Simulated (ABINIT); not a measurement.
# AlAs (F-43m): G0W0 in ABINIT against the screening cutoff in the self-energy, part 2 of 2

How does the gap of AlAs (F-43m) converge in the screening cutoff in the self-energy?

ABINIT 10.8.3; LDA and many-body steps on it, plane waves. Known limits of the many-body steps: not at the basis limit; exchange with frozen shells missing; no spin-orbit coupling; coarse k mesh.

So far. Step 2 (Screening, 4×4×4 mesh, 82 bands, screening to 176.9 eV): Local fields lower ε∞ by 11 %. On a Γ-centred mesh this coarse the value itself is usually too large, while a short band sum pulls it down. Step 5 (2.3 Ha): The gap on the mesh goes from 1.35 eV to 2.22 eV, a correction of +0.87 eV.

**6. 3.2 Ha**

Level of this step: G0W0 on LDA, plane waves, norm-conserving pseudopotentials (ABINIT).

run.abi reads:

```
acell 3*1.0 Angstrom
rprim 
  0.000000000000 2.830400000000 2.830400000000
  2.830400000000 0.000000000000 2.830400000000
  2.830400000000 2.830400000000 -0.000000000000
ntypat 2
znucl 13 33
natom 2
typat 1 2
xred 
  0.000000000000 0.000000000000 0.000000000000
  0.250000000000 0.250000000000 0.250000000000
pp_dirpath "pseudos"
pseudos "Al.upf, As.upf"
ecut 34
ngkpt 4 4 4
nshiftk 1
shiftk 0 0 0
kptopt 1
chksymbreak 0
istwfk *1
occopt 1
irdwfk 1
optdriver 4
nband 82
gwcalctyp 0
ecutsigx 34
symsigma 1
nkptgw 2
kptgw 
  0.0000000000 0.0000000000 0.0000000000
  0.5000000000 0.5000000000 0.0000000000
bdgw 
  7 13
  8 11
ecuteps 3.2
irdscr 1
ppmodel 1
indata_prefix "in"
outdata_prefix "out"
tmpdata_prefix "tmp"
```

The run is started by

```sh
$ OMP_NUM_THREADS=1 mpirun -n 4 abinit run.abi > log
```

What it wrote:

```text
.Version 10.8.3 of ABINIT. v10.8.2 released Aug 2026.

 Symmetries : space group F-4 3 m (#216); Bravais cF (face-center cubic)
[... echo of the input left out ...]
== DATASET  1 ==================================================================
-   mpi_nproc: 4, omp_nthreads: 1 (-1 if OMP is not activated)

--- !DatasetInfo
iteration_state: {dtset: 1, }
dimensions: {natom: 2, nkpt: 8, mband: 82, nsppol: 1, nspinor: 1, nspden: 1, mpw: 2914, }
cutoff_energies: {ecut:  34.0, pawecutdg:  -1.0, }
[...]
Band     E0 <VxcDFT>   SigX SigC(E0)      Z dSigC/dE  Sig(E)    E-E0       E
[...]
10   5.060  -8.534  -4.576  -3.719   0.800  -0.249  -8.343   0.191   5.251
       11   5.922  -9.156  -5.076  -3.725   0.798  -0.254  -8.873   0.283   6.205

== END DATASET(S) ==============================================================
================================================================================

 -outvars: echo values of variables after computation  --------
           etotal      0.0000000000E+00
            nband          82
             nkpt           8
          spgroup         216
 [... the other variables as echoed above ...]

 Calculation completed.
```

Run time: 3.6 s. Hardware: 4 MPI ranks of Arm Neoverse V1, shared host; peak memory 0.45 GiB.

Numbers from this step:

```
G0W0 gap on the points computed              : 2.233 eV
starting gap on the mesh                     : 1.351 eV
k of the valence top                         : 0, 0, 0
k of the conduction bottom                   : 0.5, 0.5, 0
least direct G0W0 gap on the computed points : 2.872 eV
```

Against the run before, the gap moves by +0.013 eV.

**7. 4.9 Ha**

run.abi, as its differences from that of step 6:

```diff
@@ -35,3 +35,3 @@
   8 11
-ecuteps 3.2
+ecuteps 4.9
 irdscr 1
```

What it wrote:

```text
.Version 10.8.3 of ABINIT. v10.8.2 released Aug 2026.

 Symmetries : space group F-4 3 m (#216); Bravais cF (face-center cubic)
[... echo of the input left out ...]
== DATASET  1 ==================================================================
-   mpi_nproc: 4, omp_nthreads: 1 (-1 if OMP is not activated)

--- !DatasetInfo
iteration_state: {dtset: 1, }
dimensions: {natom: 2, nkpt: 8, mband: 82, nsppol: 1, nspinor: 1, nspden: 1, mpw: 2914, }
cutoff_energies: {ecut:  34.0, pawecutdg:  -1.0, }
[...]
Band     E0 <VxcDFT>   SigX SigC(E0)      Z dSigC/dE  Sig(E)    E-E0       E
[...]
10   5.060  -8.534  -4.576  -3.716   0.800  -0.250  -8.340   0.194   5.253
       11   5.922  -9.156  -5.076  -3.731   0.797  -0.255  -8.877   0.278   6.200

== END DATASET(S) ==============================================================
================================================================================

 -outvars: echo values of variables after computation  --------
           etotal      0.0000000000E+00
            nband          82
             nkpt           8
          spgroup         216
 [... the other variables as echoed above ...]

 Calculation completed.
```

The job ended after 6.3 s (4 MPI ranks; peak memory 0.58 GiB).

Numbers from this step:

| Quantity | Value |
| --- | --- |
| G0W0 gap on the points computed | 2.305 eV |
| starting gap on the mesh | 1.351 eV |
| k of the valence top | 0, 0, 0 |
| k of the conduction bottom | 0.5, 0.5, 0 |
| least direct G0W0 gap on the computed points | 2.9 eV |

Against the run before, the gap moves by +0.072 eV.

**8. 6.5 Ha**

run.abi, as its differences from that of step 7:

```diff
@@ -35,3 +35,3 @@
   8 11
-ecuteps 4.9
+ecuteps 6.5
 irdscr 1
```

What it wrote:

```text
.Version 10.8.3 of ABINIT. v10.8.2 released Aug 2026.

 Symmetries : space group F-4 3 m (#216); Bravais cF (face-center cubic)
[... echo of the input left out ...]
== DATASET  1 ==================================================================
-   mpi_nproc: 4, omp_nthreads: 1 (-1 if OMP is not activated)

--- !DatasetInfo
iteration_state: {dtset: 1, }
dimensions: {natom: 2, nkpt: 8, mband: 82, nsppol: 1, nspinor: 1, nspden: 1, mpw: 2914, }
cutoff_energies: {ecut:  34.0, pawecutdg:  -1.0, }
[...]
Band     E0 <VxcDFT>   SigX SigC(E0)      Z dSigC/dE  Sig(E)    E-E0       E
[...]
10   5.060  -8.534  -4.576  -3.715   0.800  -0.250  -8.340   0.194   5.254
       11   5.922  -9.156  -5.076  -3.731   0.797  -0.255  -8.878   0.278   6.200

== END DATASET(S) ==============================================================
================================================================================

 -outvars: echo values of variables after computation  --------
           etotal      0.0000000000E+00
            nband          82
             nkpt           8
          spgroup         216
 [... the other variables as echoed above ...]

 Calculation completed.
```

The job ended after 10 s (4 MPI ranks; peak memory 0.75 GiB; 42 s of CPU time).

Numbers from this step:

| Item | Value |
| --- | --- |
| G0W0 gap on the points computed | 2.309 eV |
| starting gap on the mesh | 1.351 eV |
| k of the valence top | 0, 0, 0 |
| k of the conduction bottom | 0.5, 0.5, 0 |
| least direct G0W0 gap on the computed points | 2.903 eV |

Against the run before, the gap moves by +0.004 eV.

**9. The runs together**

Times are wall times on 4 MPI ranks of Arm Neoverse V1, shared host, good to a factor of about two. A run's time includes the screening step that it read.

| run | mesh | bands | screening cutoff (eV) | DFT gap (eV) | gap on the mesh (eV) | direct (eV) | ε∞ used | time |
| --- | --- | --- | --- | --- | --- | --- | --- | --- |
| 0.7 Ha | 4×4×4 | 82 | 19 | 1.351 | 2.093 | 2.760 | 15.81 | 24 s |
| 1.3 Ha | 4×4×4 | 82 | 35.4 | 1.351 | 2.093 | 2.760 | 15.81 | 24 s |
| 2.3 Ha | 4×4×4 | 82 | 62.6 | 1.351 | 2.220 | 2.865 | 15.81 | 24 s |
| 3.2 Ha | 4×4×4 | 82 | 87.1 | 1.351 | 2.233 | 2.872 | 15.81 | 24 s |
| 4.9 Ha | 4×4×4 | 82 | 133.3 | 1.351 | 2.305 | 2.900 | 15.81 | 27 s |
| 6.5 Ha | 4×4×4 | 82 | 176.9 | 1.351 | 2.309 | 2.903 | 15.81 | 31 s |

**10. Summary of results**

| Item | Value |
| --- | --- |
| 0.7 Ha | 2.093 eV |
| 1.3 Ha | 2.093 eV |
| 2.3 Ha | 2.220 eV |
| 3.2 Ha | 2.233 eV |
| 4.9 Ha | 2.305 eV |
| 6.5 Ha | 2.309 eV |
| known limits | not at the basis limit; exchange with frozen shells missing; no spin-orbit coupling; coarse k mesh |

**Reading.** The setting moved: screening cutoff in the self-energy. From 0.7 Ha to 6.5 Ha the gap moves by +0.22 eV. It holds to 0.03 eV from 4.9 Ha on. Bands and screening cutoff are coupled, so a series along one setting does not show full convergence. Bands and cutoff are finite, so the gap is not at the basis limit. The miss can reach some tenths of an eV and take either sign; the mesh is an error of its own. In the G0W0 runs levels were corrected at 2 k points alone, so a gap called «on the mesh» is the least over those, and an edge elsewhere would be missed. The 4×4×4 mesh is coarse for this cell, which bears on the long-range parts of exchange and screening. The norm-conserving file of at least one element keeps a d shell over frozen s and p shells of the same row. Exchange with those shells is missing from the self-energy, an error of 0.3 to 0.9 eV in cases checked, whose sign depends on which edge lies on those atoms. The many-body steps are scalar-relativistic: spin-orbit coupling is not in them.

[Paths, hosts, dates, memory and timing lines, banners, echoed tables and standing remarks are left out of the program output.]

[Logs are printed without paths, hosts, clocks, repeated set-up lines and the standing remarks that a program may print on its own settings, such as how far it seeks lower states.]

[Runs of the session that timed out or met a known fault of the program may be left out.]

[Hosts, paths, dates, database ids (printed as entryN), source tags and the programs' standing remarks are cut or masked in the printed files.]

[G0W0 gaps are taken among the corrected bands and points alone; a level outside them can change the order at an edge.]

[Where Ansatz stands beside ABINIT at settings called matched, ABINIT's density can come from a denser mesh and the files from another edition; pairs whose starting gaps differed by over 0.03 eV were left out, so agreement reads better than it is.]
